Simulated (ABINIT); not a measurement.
# Converging GW for SiC (F-43m) in ABINIT

Aim: raise bands and screening cutoff together for SiC (F-43m) and follow gap and time.

Method: LDA and many-body steps on it, plane waves, in ABINIT 10.8.3.

## Step 1: The structure

The structure is cubic, space group F-43m (No. 216). Conventional cell: a = 4.358 Å, b = 4.358 Å, c = 4.358 Å, α = 90.00°, β = 90.00°, γ = 90.00°. Nearest to Si lie 4 C at 1.89 Å. Nearest to C lie 4 Si at 1.89 Å. Farther neighbours are not listed.

Coordinates:

```cif
data_structure
_symmetry_space_group_name_H-M 'F-43m'
_symmetry_Int_Tables_number 216
_cell_length_a 4.3580
_cell_length_b 4.3580
_cell_length_c 4.3580
_cell_angle_alpha 90.000
_cell_angle_beta 90.000
_cell_angle_gamma 90.000
_cell_volume 82.77
loop_
_atom_site_label
_atom_site_type_symbol
_atom_site_symmetry_multiplicity
_atom_site_Wyckoff_symbol
_atom_site_fract_x
_atom_site_fract_y
_atom_site_fract_z
_atom_site_occupancy
Si1 Si 4 a 0.00000 0.00000 0.00000 1
C1 C 4 d 0.25000 0.25000 0.75000 1
```

The cell and positions come from the Crystallography Open Database and are kept as given unless a step says otherwise.

## Step 2: Empty states on the mesh, 6×6×6 mesh, 537 bands

This step: ABINIT 10.8.3; DFT, LDA, plane waves, norm-conserving pseudopotentials.

The sums over transitions need many empty states on a uniform mesh; this step solves for them.

Input file run.abi:

```
acell 3*1.0 Angstrom
rprim 
  -0.000000000000 2.179000000000 2.179000000000
  2.179000000000 -0.000000000000 2.179000000000
  2.179000000000 2.179000000000 -0.000000000000
ntypat 2
znucl 14 6
natom 2
typat 1 2
xred 
  0.000000000000 0.000000000000 0.000000000000
  0.250000000000 0.250000000000 0.250000000000
pp_dirpath "pseudos"
pseudos "Si.upf, C.upf"
ecut 37
ngkpt 6 6 6
nshiftk 1
shiftk 0 0 0
kptopt 1
chksymbreak 0
irdden 1
istwfk *1
nband 537
prtvol 0
optdriver 6
gwr_task "HDIAGO"
paral_kgb 0
occopt 1
indata_prefix "in"
outdata_prefix "out"
tmpdata_prefix "tmp"
```

Launch:

```sh
$ OMP_NUM_THREADS=1 mpirun -n 4 abinit run.abi > log
```

The log of the run:

```text
.Version 10.8.3 of ABINIT. v10.8.2 released Aug 2026.

 Symmetries : space group F-4 3 m (#216); Bravais cF (face-center cubic)
[... echo of the input left out ...]
== DATASET  1 ==================================================================
-   mpi_nproc: 4, omp_nthreads: 1 (-1 if OMP is not activated)

--- !DatasetInfo
iteration_state: {dtset: 1, }
dimensions: {natom: 2, nkpt: 16, mband: 537, nsppol: 1, nspinor: 1, nspden: 1, mpw: 1524, }
cutoff_energies: {ecut:  37.0, pawecutdg:  -1.0, }
[...]
Indirect band gap semiconductor
 Fundamental gap:     1.327 (eV)
   VBM:     7.107 (eV) at k: [ 0.0000E+00,  0.0000E+00,  0.0000E+00]
   CBM:     8.434 (eV) at k: [ 5.0000E-01,  5.0000E-01,  0.0000E+00]
 Direct gap:         4.526 (eV) at k: [ 5.0000E-01,  5.0000E-01,  0.0000E+00]

== END DATASET(S) ==============================================================
================================================================================

 -outvars: echo values of variables after computation  --------
           etotal      0.0000000000E+00
            nband         537
             nkpt          16
          spgroup         216
 [... the other variables as echoed above ...]

 Calculation completed.
```

The job ended after 16 s (4 MPI ranks of Arm Neoverse V1, shared host; peak memory 0.77 GiB; 64 s of CPU time).

Numbers from this step:

```yaml
gap: 1.327 eV
k_of_the_valence_top: 0, 0, 0
k_of_the_conduction_bottom: 0.5, 0.5, 0
least_direct_gap: 4.526 eV
k_points_computed: 16
lowest_point_of_the_top_converged_band_above_the_valence_top: 453.3010 eV
```

On this mesh the gap is 1.327 eV.

The density comes from a self-consistent run that is not shown.

## Step 3: Screening, 6×6×6 mesh, 108 bands, screening to 203.5 eV

The RPA dielectric matrix is built and inverted for each q.

This step: RPA screening on LDA, plane waves, norm-conserving pseudopotentials.

Changes to run.abi since step 2:

```diff
@@ -20,10 +20,11 @@
 chksymbreak 0
-irdden 1
 istwfk *1
-nband 537
-prtvol 0
-optdriver 6
-gwr_task "HDIAGO"
-paral_kgb 0
 occopt 1
+irdwfk 1
+optdriver 3
+nband 108
+ecuteps 7.48
+inclvkb 2
+awtr 1
+symchi 1
 indata_prefix "in"
```

The log of the run:

```text
.Version 10.8.3 of ABINIT. v10.8.2 released Aug 2026.

 Symmetries : space group F-4 3 m (#216); Bravais cF (face-center cubic)
[... echo of the input left out ...]
== DATASET  1 ==================================================================
-   mpi_nproc: 4, omp_nthreads: 1 (-1 if OMP is not activated)

--- !DatasetInfo
iteration_state: {dtset: 1, }
dimensions: {natom: 2, nkpt: 16, mband: 108, nsppol: 1, nspinor: 1, nspden: 1, mpw: 1524, }
cutoff_energies: {ecut:  37.0, pawecutdg:  -1.0, }
electrons: {nelect:   8.00000000E+00, charge:   0.00000000E+00, occopt:   1.00000000E+00, tsmear:   1.00000000E-02, }

 SCREENING: Calculation of the susceptibility and dielectric matrices

 Based on a program developped by R.W. Godby, V. Olevano, G. Onida, and L. Reining.
 Incorporated in ABINIT by V. Olevano, G.-M. Rignanese, and M. Torrent.
.Using double precision arithmetic ; gwpc =  8

[... cell and pseudopotentials left out ...]
--------------------------------------------------------------------------------

 ==== K-mesh for the wavefunctions ====
 Number of points in the irreducible wedge :    16
[... list of points left out ...]
 Together with 24 symmetry operations and time-reversal symmetry
 yields   216 points in the full Brillouin Zone.

 ==== Q-mesh for the screening function ====
 Number of points in the irreducible wedge :    16
[... list of points left out ...]
 Together with 24 symmetry operations and time-reversal symmetry
 yields   216 points in the full Brillouin Zone.

 setmesh: FFT mesh size selected  =    24x   24x   24
          total number of points  =        13824

 vcoul_init : cutoff-mode = AUXILIARY_FUNCTION
 q-points for optical limit:   1
     1)      0.000010    0.000020    0.000030

- screening: taking advantage of time-reversal symmetry
- Maximum band index for partially occupied states nbvw = 4
- Remaining bands to be divided among processors   nbcw = 104
- Number of bands treated by each node ~26

 Number of electrons calculated from density =    8.0000; Expected =    8.0000
 average of density, n =  0.057292
 r_s =    1.6092
 omega_plasma =   23.0888 [eV]

 calculating chi0 at frequencies [eV] :
  1    0.000000E+00    0.000000E+00
  2    0.000000E+00    2.308880E+01

--------------------------------------------------------------------------------
  q-point number  1        q = ( 0.000000, 0.000000, 0.000000) [r.l.u.]
--------------------------------------------------------------------------------
[... chi0 elements left out ...]
 For q-point:  0.000010 0.000020 0.000030
  dielectric constant =   7.1965
  dielectric constant without local fields =   7.8570

  Average fulfillment of the sum rule on Im[epsilon] for q-point    1 :     92.47  [%]
[... wings left out ...]
  q-point number  2        q = ( 0.166667, 0.000000, 0.000000) [r.l.u.]
--------------------------------------------------------------------------------
[... chi0 elements left out ...]
  Average fulfillment of the sum rule on Im[epsilon] for q-point    2 :     96.28  [%]

 [... 14 further q-points ...]
```

It took 41 s on 4 MPI ranks; peak memory 0.78 GiB; 2.7 min of CPU time.

This step gave:

```
ε∞ with local fields, on this mesh, along the program's q direction : 7.197
the same without local fields                                       : 7.857
plasma frequency                                                    : 23.09 eV
plane waves in the screening matrix                                 : 137
```

Local fields lower ε∞ by 8 %.

## Step 4: 108 bands, 203.5 eV

The self-energy is evaluated for the states that the input lists, and the levels follow from it, in one-shot runs by the linearised quasiparticle equation.

This step: G0W0 on LDA, plane waves, norm-conserving pseudopotentials.

Changes to run.abi since step 3:

```diff
@@ -23,8 +23,19 @@
 irdwfk 1
-optdriver 3
+optdriver 4
 nband 108
+gwcalctyp 0
+ecutsigx 37
+symsigma 1
+nkptgw 3
+kptgw 
+  0.0000000000 0.0000000000 0.0000000000
+  0.5000000000 0.5000000000 0.0000000000
+  0.5000000000 0.0000000000 0.0000000000
+bdgw 
+  2 8
+  3 6
+  3 7
 ecuteps 7.48
-inclvkb 2
-awtr 1
-symchi 1
+irdscr 1
+ppmodel 1
 indata_prefix "in"
```

The log of the run:

```text
.Version 10.8.3 of ABINIT. v10.8.2 released Aug 2026.

 Symmetries : space group F-4 3 m (#216); Bravais cF (face-center cubic)
[... echo of the input left out ...]
== DATASET  1 ==================================================================
-   mpi_nproc: 4, omp_nthreads: 1 (-1 if OMP is not activated)

--- !DatasetInfo
iteration_state: {dtset: 1, }
dimensions: {natom: 2, nkpt: 16, mband: 108, nsppol: 1, nspinor: 1, nspden: 1, mpw: 1524, }
cutoff_energies: {ecut:  37.0, pawecutdg:  -1.0, }
electrons: {nelect:   8.00000000E+00, charge:   0.00000000E+00, occopt:   1.00000000E+00, tsmear:   1.00000000E-02, }

 SIGMA: Calculation of the GW corrections

 Based on a program developped by R.W. Godby, V. Olevano, G. Onida, and L. Reining.
 Incorporated in ABINIT by V. Olevano, G.-M. Rignanese, and M. Torrent.
.Using double precision arithmetic ; gwpc =  8

[... cell and pseudopotentials left out ...]
--------------------------------------------------------------------------------

 ==== K-mesh for the wavefunctions ====
 Number of points in the irreducible wedge :    16
[... list of points left out ...]
 Together with 24 symmetry operations and time-reversal symmetry
 yields   216 points in the full Brillouin Zone.

 ==== Q-mesh for screening function ====
 Number of points in the irreducible wedge :    16
[... list of points left out ...]
 Together with 24 symmetry operations and time-reversal symmetry
 yields   216 points in the full Brillouin Zone.

 vcoul_init : cutoff-mode = AUXILIARY_FUNCTION
 q-points for optical limit:   1
     1)      0.000010    0.000020    0.000030
 setmesh: FFT mesh size selected  =    32x   32x   32
          total number of points  =        32768

 Number of electrons calculated from density =    8.0000; Expected =    8.0000
 average of density, n =  0.057292
 r_s =    1.6092
 omega_plasma =   23.0888 [eV]

 === KS Band Gaps ===
  >>>> For spin  1
   Minimum direct gap =   4.5260 [eV], located at k-point      :   0.5000  0.5000  0.0000
   Fundamental gap    =   1.3272 [eV], Top of valence bands at :   0.0000  0.0000  0.0000
                                       Bottom of conduction at :   0.5000  0.5000  0.0000
 SIGMA fundamental parameters:
 PLASMON POLE MODEL  1
 number of plane-waves for SigmaX                 1459
 number of plane-waves for SigmaC and W            137
 number of plane-waves for wavefunctions          1459
 number of bands                                   108
 number of independent spin polarizations            1
 number of spinorial components                      1
 number of k-points in IBZ                          16
 number of q-points in IBZ                          16
 number of symmetry operations                      24
 number of k-points in BZ                          216
 number of q-points in BZ                          216
 number of frequencies for dSigma/dE                 9
 frequency step for dSigma/dE [eV]                0.25
 number of omega for Sigma on real axis              0
 max omega for Sigma on real axis  [eV]           0.00
 zcut for avoiding poles [eV]                     0.10

 EPSILON^-1 parameters (SCR file):
 dimension of the eps^-1 matrix on file            137
 dimension of the eps^-1 matrix used               137
 number of plane-waves for wavefunctions          1459
 number of bands                                   108
 number of q-points in IBZ                          16
 number of frequencies                               2
 number of real frequencies                          1
 number of imag frequencies                          1

 matrix elements of self-energy operator (all in [eV])

 Perturbative Calculation

--- !SelfEnergy_ee
iteration_state: {dtset: 1, }
kpoint     : [   0.000,    0.000,    0.000, ]
spin       : 1
KS_gap     :    6.285
QP_gap     :    7.250
Delta_QP_KS:    0.964
data: !SigmaeeData |
     Band     E0 <VxcDFT>   SigX SigC(E0)      Z dSigC/dE  Sig(E)    E-E0       E
        2   7.107 -14.825 -17.542   1.903   0.791  -0.264 -15.469  -0.644   6.463
        3   7.107 -14.825 -17.542   1.903   0.791  -0.264 -15.469  -0.644   6.463
        4   7.107 -14.825 -17.542   1.903   0.791  -0.264 -15.469  -0.644   6.463
        5  13.392 -13.266  -7.555  -5.304   0.788  -0.269 -12.945   0.320  13.713
        6  14.309 -11.391  -5.848  -5.141   0.804  -0.243 -11.068   0.324  14.633
        7  14.309 -11.391  -5.848  -5.141   0.804  -0.243 -11.068   0.324  14.633
[...]
--- !SelfEnergy_ee
iteration_state: {dtset: 1, }
kpoint     : [   0.500,    0.500,    0.000, ]
spin       : 1
KS_gap     :    4.526
QP_gap     :    5.683
Delta_QP_KS:    1.157
data: !SigmaeeData |
     Band     E0 <VxcDFT>   SigX SigC(E0)      Z dSigC/dE  Sig(E)    E-E0       E
[...]
--- !SelfEnergy_ee
iteration_state: {dtset: 1, }
kpoint     : [   0.500,    0.000,    0.000, ]
spin       : 1
KS_gap     :    6.446
QP_gap     :    7.544
Delta_QP_KS:    1.099
data: !SigmaeeData |
     Band     E0 <VxcDFT>   SigX SigC(E0)      Z dSigC/dE  Sig(E)    E-E0       E
[...]
5  12.493 -12.249  -6.953  -4.868   0.804  -0.244 -11.905   0.344  12.837
        6  14.259 -11.096  -5.446  -5.112   0.808  -0.237 -10.661   0.434  14.693
        7  14.259 -11.096  -5.446  -5.112   0.808  -0.237 -10.661   0.434  14.693

== END DATASET(S) ==============================================================
================================================================================

 -outvars: echo values of variables after computation  --------
           etotal      0.0000000000E+00
            nband         108
             nkpt          16
          spgroup         216
 [... the other variables as echoed above ...]

 Calculation completed.
```

Elapsed: 13 s, on 4 MPI ranks; peak memory 0.79 GiB; 54 s of CPU time.

This step gave:

* G0W0 gap on the points computed: 2.227 eV
* starting gap on the mesh: 1.327 eV
* k of the valence top: 0, 0, 0
* k of the conduction bottom: 0.5, 0.5, 0
* Z at the valence top: 0.791
* Z at the conduction bottom: 0.819
* least direct G0W0 gap on the computed points: 5.683 eV

The gap on the mesh goes from 1.33 eV to 2.23 eV, a correction of +0.90 eV.

## Step 5: Screening, 6×6×6 mesh, 162 bands, screening to 269.4 eV

This step: RPA screening on LDA, plane waves, norm-conserving pseudopotentials.

Changes to run.abi since step 4:

```diff
@@ -23,19 +23,8 @@
 irdwfk 1
-optdriver 4
-nband 108
-gwcalctyp 0
-ecutsigx 37
-symsigma 1
-nkptgw 3
-kptgw 
-  0.0000000000 0.0000000000 0.0000000000
-  0.5000000000 0.5000000000 0.0000000000
-  0.5000000000 0.0000000000 0.0000000000
-bdgw 
-  2 8
-  3 6
-  3 7
-ecuteps 7.48
-irdscr 1
-ppmodel 1
+optdriver 3
+nband 162
+ecuteps 9.9
+inclvkb 2
+awtr 1
+symchi 1
 indata_prefix "in"
```

The log of the run:

```text
.Version 10.8.3 of ABINIT. v10.8.2 released Aug 2026.

 Symmetries : space group F-4 3 m (#216); Bravais cF (face-center cubic)
[... echo of the input left out ...]
== DATASET  1 ==================================================================
-   mpi_nproc: 4, omp_nthreads: 1 (-1 if OMP is not activated)

--- !DatasetInfo
iteration_state: {dtset: 1, }
dimensions: {natom: 2, nkpt: 16, mband: 162, nsppol: 1, nspinor: 1, nspden: 1, mpw: 1524, }
cutoff_energies: {ecut:  37.0, pawecutdg:  -1.0, }
electrons: {nelect:   8.00000000E+00, charge:   0.00000000E+00, occopt:   1.00000000E+00, tsmear:   1.00000000E-02, }

 SCREENING: Calculation of the susceptibility and dielectric matrices

 Based on a program developped by R.W. Godby, V. Olevano, G. Onida, and L. Reining.
 Incorporated in ABINIT by V. Olevano, G.-M. Rignanese, and M. Torrent.
.Using double precision arithmetic ; gwpc =  8

[... cell and pseudopotentials left out ...]
--------------------------------------------------------------------------------

 ==== K-mesh for the wavefunctions ====
 Number of points in the irreducible wedge :    16
[... list of points left out ...]
 Together with 24 symmetry operations and time-reversal symmetry
 yields   216 points in the full Brillouin Zone.

 ==== Q-mesh for the screening function ====
 Number of points in the irreducible wedge :    16
[... list of points left out ...]
 Together with 24 symmetry operations and time-reversal symmetry
 yields   216 points in the full Brillouin Zone.

 setmesh: FFT mesh size selected  =    24x   24x   24
          total number of points  =        13824

 vcoul_init : cutoff-mode = AUXILIARY_FUNCTION
 q-points for optical limit:   1
     1)      0.000010    0.000020    0.000030

- screening: taking advantage of time-reversal symmetry
- Maximum band index for partially occupied states nbvw = 4
- Remaining bands to be divided among processors   nbcw = 158
- Number of bands treated by each node ~39

 Number of electrons calculated from density =    8.0000; Expected =    8.0000
 average of density, n =  0.057292
 r_s =    1.6092
 omega_plasma =   23.0888 [eV]

 calculating chi0 at frequencies [eV] :
  1    0.000000E+00    0.000000E+00
  2    0.000000E+00    2.308880E+01

--------------------------------------------------------------------------------
  q-point number  1        q = ( 0.000000, 0.000000, 0.000000) [r.l.u.]
--------------------------------------------------------------------------------
[... chi0 elements left out ...]
 For q-point:  0.000010 0.000020 0.000030
  dielectric constant =   7.1956
  dielectric constant without local fields =   7.8571

  Average fulfillment of the sum rule on Im[epsilon] for q-point    1 :     95.38  [%]
[... wings left out ...]
  q-point number  2        q = ( 0.166667, 0.000000, 0.000000) [r.l.u.]
--------------------------------------------------------------------------------
[... chi0 elements left out ...]
  Average fulfillment of the sum rule on Im[epsilon] for q-point    2 :     97.39  [%]

 [... 14 further q-points ...]
```

Elapsed: 70 s, on 4 MPI ranks; peak memory 1 GiB; 4.7 min of CPU time.

Numbers from this step:

| Property | Result |
| --- | --- |
| ε∞ with local fields, on this mesh, along the program's q direction | 7.196 |
| the same without local fields | 7.857 |
| plasma frequency | 23.09 eV |
| plane waves in the screening matrix | 181 |

[end of part 1 of 2]

[Paths, hosts, dates, memory and timing lines, banners, echoed tables and standing remarks are left out of the program output.]

[Logs are printed without paths, hosts, clocks, repeated set-up lines and the standing remarks that a program may print on its own settings, such as how far it seeks lower states.]

[Runs of the session that timed out or met a known fault of the program may be left out.]

[Hosts, paths, dates, database ids (printed as entryN), source tags and the programs' standing remarks are cut or masked in the printed files.]

[G0W0 gaps are taken among the corrected bands and points alone; a level outside them can change the order at an edge.]

[Where Ansatz stands beside ABINIT at settings called matched, ABINIT's density can come from a denser mesh and the files from another edition; pairs whose starting gaps differed by over 0.03 eV were left out, so agreement reads better than it is.]
